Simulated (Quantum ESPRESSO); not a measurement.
**Pb under changes of volume**

One of the cells (31.034 Å³/atom); the others are scaled copies at fixed shape and fractional positions:

```xyz
1
Lattice="-1.9797 1.9797 1.9797 1.9797 -1.9797 1.9797 1.9797 1.9797 -1.9797" Properties=species:S:1:pos:R:3 pbc="T T T"
Pb    0.0000    0.0000    0.0000
```

This isn't the form of Pb at room conditions, which is fcc.

- Program: Quantum ESPRESSO 7.5
- Functional: PBEsol
- Potentials or basis: GBRV 1.5 PBEsol
- Cutoff: 612 eV
- Density cutoff: 4898 eV
- k mesh: 9 × 9 × 9
- Occupations: fermi-dirac, width 0.05 eV
- Spin: no spin polarisation

```csv
volume (Å³/atom),energy over the lowest point (meV/atom),pressure (GPa)
29.172,?,?
29.792,0.00,-0.4
30.413,3.44,-1.4
31.034,10.32,-2.1
31.654,20.18,-2.8
32.275,32.55,-3.4
32.896,47.02,-3.9
```

What does the run at 29.172 Å³/atom give?

Energy over the lowest point 0.49 meV/atom; pressure 0.6 GPa.

Worked out: A Birch-Murnaghan fit of order 3 (a polynomial in V^(-2/3)) to the other rows has its minimum at 29.57 Å³/atom, just outside them, with B0 = V·E''(V) = 53 GPa and B' = 6.5. It gives 0.65 meV/atom at 29.172 Å³/atom, against the run's 0.49, and -dE/dV = 0.8 GPa, against 0.6.

Energies are extrapolated to zero smearing.
